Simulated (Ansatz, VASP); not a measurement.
# SiGe2 in two plane-wave programs

Wanted: the spread between two codes on one cell, functional and k mesh. The cell is generated by rule, not measured, and may not be a known phase. The cell is taken from a series of runs on this material, whose earlier steps may have relaxed, scaled, displaced or heated it; both programs get it as it stands.

Method: plane waves, with VASP 6.6.1 beside it; single point at PBEsol, in Ansatz 0.2.0.

The structure was built from a prototype and need not be the compound's stable phase.

### 1. Set-up

It takes space group Cmcm (No. 63, orthorhombic). Conventional cell: a = 6.119 Å, b = 6.119 Å, c = 12.239 Å, α = 90.00°, β = 90.00°, γ = 90.00°. Nearest to Si lie 8 Ge at 2.65 Å. Nearest to Si lie 8 Ge at 2.64 to 2.65 Å. Nearest to Ge lie 4 Si at 2.64 to 2.65 Å. Farther neighbours are not listed.

### 2. VASP: single point, PBEsol, pair 1

With cell and atoms fixed, the geometry can't cause a difference; cores, projectors, grids and the points listed under the comparison can.

Lines of VASP's logs that name or quote its potential files are left out, and so is its time.

File INCAR:

```
SYSTEM = SiGe2
PREC = Accurate
ENCUT = 500
EDIFF = 1E-06
NELM = 120
ISMEAR = 1
SIGMA = 0.15
LREAL = .FALSE.
ALGO = Normal
GGA = PS
NBANDS = 79
LORBIT = 11
LWAVE = .FALSE.
LCHARG = .FALSE.
ISIF = 2
LASPH = .TRUE.
GGA_COMPAT = .FALSE.
KPAR = 2
```

File POSCAR:

```
SiGe2
1.0
    0.0000000000     -3.0597254466     -3.0597254466
    0.0000000000      3.0597254466     -3.0597254466
   12.2389017864      0.0000000000      0.0000000000
Si Ge
4 8
Direct
    0.0065365342      0.9934634658      0.0000000000
    0.9934634658      0.0065365342      0.5000000000
    0.5000000000      0.5000000000      0.7500000000
    0.5000000000      0.5000000000      0.2500000000
    0.0013880533      0.4946502651      0.8750000000
    0.9986119467      0.5053497349      0.3750000000
    0.4946502651      0.0013880533      0.6250000000
    0.5053497349      0.9986119467      0.1250000000
    0.0013880533      0.4946502651      0.1250000000
    0.9986119467      0.5053497349      0.6250000000
    0.5053497349      0.9986119467      0.8750000000
    0.4946502651      0.0013880533      0.3750000000
```

File KPOINTS:

```
Automatic mesh
0
Gamma
8 8 4
0 0 0
```

Potentials, in the order of the species: Si and Ge_d (PBE family, release 64).

Command:

```bash
> mpirun -np 2 vasp_std
```

Numbers of over 12 decimals in the logs are rounded to 6 here.

Output:

```text
[banner, memory and clock lines left out]
running    2 mpi-ranks, on    1 nodes
 distrk:  each k-point on    1 cores,    2 groups
 distr:  one band on    1 cores,    1 groups

 POSCAR found type information on POSCAR SiGe
 POSCAR found :  2 types and      12 ions
|                                                                             |
|               ----> ADVICE to this user running VASP <----                  |
|                                                                             |
|     You enforced a specific xc type in the INCAR file but a different       |
|     [... a line on the potential file left out ...]
|     I HOPE YOU KNOW WHAT YOU ARE DOING!                                     |
|                                                                             |

 LDA part: xc-table for (Slater+PW92), standard interpolation
 POSCAR, INCAR and KPOINTS ok, starting setup
 FFT: planning ... GRIDC
 FFT: planning ... GRID_SOFT
 FFT: planning ... GRID
 WAVECAR not read
 entering main loop
       N       E                     dE             d eps       ncg     rms          rms(c)
DAV:   1     0.165088552611E+04    0.16509E+04   -0.52972E+04 12511   0.398E+03
DAV:   2     0.285352906300E+03   -0.13655E+04   -0.13085E+04  9954   0.113E+03
DAV:   3    -0.231689830407E+02   -0.30852E+03   -0.29507E+03 10232   0.261E+02
DAV:   4    -0.573726005666E+02   -0.34204E+02   -0.32385E+02 11930   0.872E+01
DAV:   5    -0.588354264665E+02   -0.14628E+01   -0.14422E+01 11396   0.192E+01    0.708E+00
DAV:   6    -0.585301961123E+02    0.30523E+00   -0.83394E-01 12454   0.474E+00    0.370E+00
DAV:   7    -0.584178777389E+02    0.11232E+00   -0.20842E-01 12685   0.212E+00    0.593E-01
DAV:   8    -0.584109042793E+02    0.69735E-02   -0.35951E-02 12588   0.151E+00    0.165E-01
DAV:   9    -0.584109711303E+02   -0.66851E-04   -0.14595E-03 11646   0.256E-01    0.747E-02
DAV:  10    -0.584109849933E+02   -0.13863E-04   -0.20904E-04 12209   0.974E-02    0.160E-02
DAV:  11    -0.584109913056E+02   -0.63123E-05   -0.36811E-05 11167   0.543E-02    0.466E-03
DAV:  12    -0.584109915867E+02   -0.28111E-06   -0.18266E-06  7828   0.909E-03
   1 F= -.58410992E+02 E0= -.58410428E+02  d E =-.169112E-02
```

From OUTCAR (step 2):

```text
ion  position               nearest neighbor table
   1  0.007  0.993  0.000-   5 2.65   8 2.65   9 2.65  11 2.65   5 2.65   9 2.65   8 2.65  11 2.65

  LATTYP: Found a simple tetragonal cell.
 ALAT       =     4.3271052237
 C/A-ratio  =     2.8284271247

 Subroutine GETGRP returns: Found  8 space group operations
 (whereof  4 operations were pure point group operations)

The static configuration has the point symmetry C_2v.
 The point group associated with its full space group is D_2h.

 Found     63 irreducible k-points:

   k-points           NKPTS =     63   k-points in BZ     NKDIM =     63   number of bands    NBANDS=     79

   dimension x,y,z NGX =    32 NGY =   32 NGZ =   90
   dimension x,y,z NGXF=    64 NGYF=   64 NGZF=  180

   ENCUT  =  500.0 eV  36.75 Ry    6.06 a.u.   7.89  7.89 22.31*2*pi/ulx,y,z

   NELECT =     128.0000    total number of electrons

 k-points in reciprocal lattice and weights: Automatic mesh
   0.00000000  0.00000000  0.00000000       0.004
   0.12500000  0.00000000  0.00000000       0.016
   0.25000000  0.00000000  0.00000000       0.016
   0.37500000  0.00000000  0.00000000       0.016
   0.50000000  0.00000000  0.00000000       0.008
   0.12500000  0.12500000  0.00000000       0.008
  -0.12500000  0.12500000  0.00000000       0.008
   0.25000000  0.12500000  0.00000000       0.016
  -0.12500000  0.25000000  0.00000000       0.016
[...]
0.50000000  0.37500000  0.50000000       0.016
   0.50000000  0.50000000  0.50000000       0.004

 average (electrostatic) potential at core
       1 -83.1102       2 -83.1102       3 -83.1103       4 -83.1103       5 -72.4696
       6 -72.4696       7 -72.4696       8 -72.4696       9 -72.4696      10 -72.4696
      11 -72.4696      12 -72.4696

 E-fermi :   6.6124

 k-point     1 :       0.0000    0.0000    0.0000
  band No.  band energies     occupation
    ...
     63       5.4897      2.00000
     64       5.4910      2.00000
     65       5.5722      2.00000
     66       6.5510      1.63266
     67       6.5521      1.62266
     68       8.3998     -0.00000
     69       8.4017     -0.00000
     70       8.4025     -0.00000
     71       8.4027     -0.00000
     72       8.6909     -0.00000
    ...

 k-point     2 :       0.1250    0.0000    0.0000
  band No.  band energies     occupation
    ...
     60       5.0091      2.00000
     61       5.1460      2.00000
     62       5.3609      2.00000
     63       5.8071      2.00000
     64       6.5311      1.78423
     65       6.7520     -0.03273
     66       6.7577     -0.04309
     67       7.2008     -0.00000
     68       7.3867     -0.00000
     69       7.3870     -0.00000
    ...

 k-point     3 :       0.2500    0.0000    0.0000
  band No.  band energies     occupation
    ...
     60       4.9276      2.00000
     61       5.0085      2.00000
     62       5.3912      2.00000
     63       5.7571      2.00000
     64       5.7578      2.00000
     65       7.1240     -0.00002
     66       7.1241     -0.00002
     67       7.3032     -0.00000
     68       7.8667     -0.00000
     69       7.8668     -0.00000
    ...

  Total       -0.7800278     -0.4765666     -0.4821888      0.0000000      0.0000000      0.0000000
  in kB       -5.4536000     -3.3319375     -3.3712452      0.0000000      0.0000000      0.0000000
  external PRESSURE =      -4.0522609 kB  Pullay stress =       0.0000000 kB

  energy-cutoff  :      500.00
  volume of cell :      229.16
      direct lattice vectors                 reciprocal lattice vectors
     0.000000000 -3.059725447 -3.059725447     0.000000000 -0.163413355 -0.163413355
     0.000000000  3.059725447 -3.059725447     0.000000000  0.163413355 -0.163413355
    12.238901786  0.000000000  0.000000000     0.081706677  0.000000000  0.000000000

 POSITION                                       TOTAL-FORCE (eV/Angst)
 -----------------------------------------------------------------------------------
      0.00000      3.01973     -3.05973         0.000000     -0.000479     -0.000000
      6.11945     -3.01973     -3.05973         0.000000      0.000479     -0.000000
      9.17918      0.00000     -3.05973         0.000000     -0.000000     -0.000000
      3.05973      0.00000     -3.05973         0.000000     -0.000000     -0.000000
     10.70904      1.50925     -1.51774         0.000198     -0.006627      0.001561
      4.58959     -1.50925     -4.60171         0.000198      0.006627     -0.001561
      7.64931     -1.50925     -1.51774        -0.000198      0.006627      0.001561
      1.52986      1.50925     -4.60171        -0.000198     -0.006627     -0.001561
      1.52986      1.50925     -1.51774        -0.000198     -0.006627      0.001561
      7.64931     -1.50925     -4.60171        -0.000198      0.006627     -0.001561
     10.70904      1.50925     -4.60171         0.000198     -0.006627     -0.001561
      4.58959     -1.50925     -1.51774         0.000198      0.006627      0.001561
 -----------------------------------------------------------------------------------
    total drift:                               -0.000000      0.000000     -0.000000

  FREE ENERGIE OF THE ION-ELECTRON SYSTEM (eV)
  ---------------------------------------------------
  free  energy   TOTEN  =       -58.4109915867 eV

  energy  without entropy=      -58.4093004663  energy(sigma->0) =      -58.41042788

 total charge
# of ion       s       p       d       tot
------------------------------------------
    1        0.820   0.744   0.000   1.564
    2        0.820   0.744   0.000   1.564
    3        0.820   0.744   0.000   1.564
    4        0.820   0.744   0.000   1.564
    5        1.244   0.980  10.034  12.258
    6        1.244   0.980  10.034  12.258
    7        1.244   0.980  10.034  12.258
    8        1.244   0.980  10.034  12.258
    9        1.244   0.980  10.034  12.258
   10        1.244   0.980  10.034  12.258
   11        1.244   0.980  10.034  12.258
   12        1.244   0.980  10.034  12.258
--------------------------------------------------
tot         13.228  10.816  80.272 104.316

[... 3 further parts left out ...]
```

The run ends at a pressure of -0.41 GPa, with forces up to 0.0068 eV/Å.

### 3. Ansatz: single point, PBEsol, pair 1

Ansatz runs on its default PAW (the set named soft_2) files.

The same cell, functional, mesh and smearing now go to Ansatz, which takes its cutoff from its data sets.

File input.yaml:

```yaml
crystal:
  lattice:
    - [0.0, -3.0597254466, -3.0597254466]
    - [0.0, 3.0597254466, -3.0597254466]
    - [12.2389017864, 0.0, 0.0]
  atoms:
    - { symbol: Si, position: [0.0065365342, -0.0065365342, 0.0] }
    - { symbol: Si, position: [-0.0065365342, 0.0065365342, 0.5] }
    - { symbol: Si, position: [0.5, 0.5, 0.75] }
    - { symbol: Si, position: [0.5, 0.5, 0.25] }
    - { symbol: Ge, position: [0.0013880533, 0.4946502651, 0.875] }
    - { symbol: Ge, position: [-0.0013880533, 0.5053497349, 0.375] }
    - { symbol: Ge, position: [0.4946502651, 0.0013880533, 0.625] }
    - { symbol: Ge, position: [0.5053497349, -0.0013880533, 0.125] }
    - { symbol: Ge, position: [0.0013880533, 0.4946502651, 0.125] }
    - { symbol: Ge, position: [-0.0013880533, 0.5053497349, 0.625] }
    - { symbol: Ge, position: [0.5053497349, -0.0013880533, 0.875] }
    - { symbol: Ge, position: [0.4946502651, 0.0013880533, 0.375] }
kpoints:
  mp_grid: { grid: [8, 8, 4] }
hamiltonian:
  xc: pbesol
scf:
  occupations: { method: methfessel_paxton, width: 0.15 }
output:
  forces: true
  stress: true
  eigenvalues: true
```

Command:

```bash
> ansatz run input.yaml --threads 4 --pin off --max-ram 7168MiB --backend cpu --events-out ev --progress --plain --runs-dir out
```

Output:

```text
Engine: ansatz 0.2.0, aarch64-unknown-linux-gnu
Pseudopotentials: kind: paw
Pseudopotential: Si, paw, valence charge 4, recommended cutoff 420 eV (normal), Si.paw.azcp
Pseudopotential: Ge, paw, valence charge 14, recommended cutoff 420 eV (normal), Ge.paw.azcp
Functional definition: PBEsol
  exchange = pbesol_x
  correlation = pbesol_c
Crystal: 12 atoms, lattice volume = 229.159 Å³
Basis set: ecut = 420 eV, 4481 PW (Γ), exchange–correlation on 60×60×180 points (8 copies of the dense FFT grid, shifted against one another)
Bands: 77, of which v1, the nominal top of the filled ones, is band 64 counted from 1 (63 counted from 0)
Symmetry: 8 space group operations
Space group: Cmcm (ITA 63), of the structure as read, at distance tolerance 6.1e-5 Å
k-points: 63 of 256
Non-local potential: Si, projectors of the file, l = 0: 2, l = 1: 2, l = 2: 2
Non-local potential: Ge, projectors of the file, l = 0: 2, l = 1: 2, l = 2: 3, l = 3: 1
PAW form: soft (Blöchl's): semilocal exchange-correlation on the pseudo side does not see the compensation charge
PAW frozen core: Si, regenerated for the run's functional, and the local potential with it (the file was generated under x = pbe(κ = 0.804, μ = 0.219515), c = pbe(β = 0.066725))
PAW frozen core: Ge, regenerated for the run's functional, and the local potential with it (the file was generated under x = pbe(κ = 0.804, μ = 0.219515), c = pbe(β = 0.066725))
PAW one-centre angular grid: Si, 110 points (default); XC on 64 Gauss nodes
PAW one-centre angular grid: Ge, 590 points (default); XC on 64 Gauss nodes
Initial density: superposition of atomic densities (neutral atoms: chi_scale 0, normalization atom), corrected by the library's trained network
Initial wavefunctions: pseudopotential atomic-orbital guess
Functional: x = pbesol(κ = 0.804, μ = 0.123457), c = pbesol(β = 0.046)
SCF iter   1: F=—  HF=-36509.911412 eV  |F-HF|=—  |Δ(HF+E_count)|=         —  Δρ=2.90e-3  dr2=4.24e-2  ethr=1.77e-3  ⟨swp⟩=5.7  Hψ=17342  notcnv=0
preconditioner: auto → LDOS  [metal: Δε(μ)=0.024 eV  Ē_g=19.751 eV  σ=0.150 eV  W_gap=0.13  n_scr=56 (ndim 8)  ℏωp=27.8 eV  f_vac=0.014  D(μ)=6.26/eV (n_scr^D=48)  β→1.0]
SCF iter   2: F=—  HF=-36509.894599 eV  |F-HF|=—  |Δ(HF+E_count)|=   1.68e-2  S|Δr|=    0.00e0  Δρ=1.14e-3  dr2=2.86e-3  ethr=3.31e-5  ⟨swp⟩=2.0  Hψ=9650  notcnv=0
SCF iter   3: F=—  HF=-36509.894882 eV  |F-HF|=—  |Δ(HF+E_count)|=   2.83e-4  S|Δr|=    0.00e0  Δρ=1.01e-3  dr2=1.55e-3  ethr=2.24e-6  ⟨swp⟩=2.0  Hψ=8630  notcnv=0
SCF iter   4: F=—  HF=-36509.892691 eV  |F-HF|=—  |Δ(HF+E_count)|=   2.19e-3  S|Δr|=    0.00e0  Δρ=1.33e-4  dr2=4.86e-5  ethr=1.21e-6  ⟨swp⟩=2.0  Hψ=8616  notcnv=0
SCF iter   5: F=—  HF=-36509.892826 eV  |F-HF|=—  |Δ(HF+E_count)|=   1.36e-4  S|Δr|=    0.00e0  Δρ=2.53e-5  dr2=1.88e-6  ethr=3.79e-8  ⟨swp⟩=3.0  Hψ=8868  notcnv=0
SCF iter   6: F=—  HF=-36509.892826 eV  |F-HF|=—  |Δ(HF+E_count)|=   1.28e-7  S|Δr|=    0.00e0  Δρ=5.37e-6  dr2=1.25e-7  ethr=1.47e-9  ⟨swp⟩=2.0  Hψ=8620  notcnv=0
SCF iter   7: F=-36509.892826 eV  HF=-36509.892826 eV  |F-HF|=5.41e-9  |Δ(HF+E_count)|=   2.77e-8  S|Δr|=    0.00e0  Δρ=1.55e-6  dr2=8.83e-9  ethr=7.81e-11  ⟨swp⟩=9.3  Hψ=17980  notcnv=0
SCF 1 converged in 7 iterations: F = -36509.892826 eV  dr2 = 8.83e-9
  greatest PAW one-centre occupation: 0.998 electrons in one spin orbital (limit 2), on the Ge atom at site 11 (counted from 0), in its partial waves of l = 2
SCF converged after 7 iterations
Stability not checked: this state was not tested for a lower state beside it, because cold or Methfessel-Paxton smearing, or corrected tetrahedra, fill the levels in a way that the test cannot read (fill_not_monotonic; see scf.lower_state_search)
Free energy (F): -36509.892826 eV
Harris-Foulkes:  -36509.892826 eV  (|F-HF|=5.41e-9)
Internal energy: -36509.891200 eV  (E = F + TS)
E sigma→0 (E₀):  -36509.892420 eV
Entropy (-TS):   -0.001627 eV (-0.136 meV/atom)
Fermi energy:    9.589047 eV
--- Per-component energies (eV) ---
  E_band       = -1014.946396
  E_kinetic    = 1047.955743
  E_local      = -19119.825203  (includes V_loc(G=0)·N_el)
  E_nonlocal   = 3440.756429
  E_hartree    = 8396.390326
  E_xc         = -821.825613
  E_vxc        = -708.458433  (∫ρ·V_xc dr)
  E_paw        = -17801.667619  (= ΣΔE_a)
  E_vpaw       = -2468.158635  (= ΣTr[D̂ρ^β])
  E_aug_tail   = 0.002953  (compensation charges beyond the density's cutoff)
  E_ewald      = -11659.147949
  E_core_change = 7.469732  (= ΣΔE_core)
  E_smearing   = -0.001627  (= −TS)
  E_closure    = 0.000000  (closes the sum)
  Σ components = -36509.892826   (vs F -36509.892826, Δ=0.00e0)
--- Forces (eV/Å), atoms counted from 1 ---
  atom   1  Si     0.00000000    -0.00044804     0.00000000
  atom   2  Si     0.00000000     0.00044804     0.00000000
  atom   3  Si     0.00000000    -0.00000000     0.00000000
  atom   4  Si    -0.00000000    -0.00000000     0.00000000
  atom   5  Ge     0.00021182    -0.00590009     0.00088384
  atom   6  Ge     0.00021182     0.00590009    -0.00088384
  atom   7  Ge    -0.00021182     0.00590009     0.00088384
  atom   8  Ge    -0.00021182    -0.00590009    -0.00088384
  atom   9  Ge    -0.00021182    -0.00590009     0.00088384
  atom  10  Ge    -0.00021182     0.00590009    -0.00088384
  atom  11  Ge     0.00021182    -0.00590009    -0.00088384
  atom  12  Ge     0.00021182     0.00590009     0.00088384
  max |Σ_I F_I| component: 3.47e-18 eV/Å
--- Stress (GPa, compression-positive) ---
       -0.485013       0.000000       0.000000
        0.000000      -0.288737       0.000000
        0.000000       0.000000      -0.292039
  P = ⅓ Tr σ = -0.3553 GPa (-3.553 kbar)
--- Band table (eV; the first three rows and the last of 63) ---
  k-point 0: bands = [... 60 lower, 8.2261, 8.4654, 8.4668, 8.4680, 8.5413, 9.5264, 9.5275, 11.3766, ... 9 higher]
  k-point 1: bands = [... 60 lower, 8.2609, 8.3061, 8.9557, 9.0136, 9.0157, 9.4421, 10.1741, 10.3501, ... 9 higher]
  k-point 2: bands = [... 60 lower, 8.5478, 8.5478, 9.1804, 9.1804, 9.7966, 9.7966, 9.8002, 9.8002, ... 9 higher]
  k-point 62: bands = [... 60 lower, 9.2012, 9.2012, 9.2024, 9.2024, 11.4375, 11.4375, 11.4395, 11.4395, ... 9 higher]
```

The run ends at a pressure of -0.36 GPa, with forces up to 0.0060 eV/Å.

### 4. Comparison

Known differences besides the potentials themselves: the cutoff is 420 eV in Ansatz and 500 eV in VASP; Ansatz makes its cores anew for this functional, VASP keeps those of its PBE data sets. Total energies have different zeros and are not compared.

Compared:

| quantity | Ansatz | VASP | difference |
| --- | --- | --- | --- |
| pressure (GPa) | -0.36 | -0.41 | +0.05 |

(Part 1 of 2 ends here.)

[Lines on the potential files, build, host, timing and source positions are cut from VASP's logs without a mark.]

[Logs are printed without paths, hosts, clocks, repeated set-up lines and the standing remarks that a program may print on its own settings, such as how far it seeks lower states.]

[Hosts, paths, dates, database ids (printed as entryN), source tags and the programs' standing remarks are cut or masked in the printed files.]
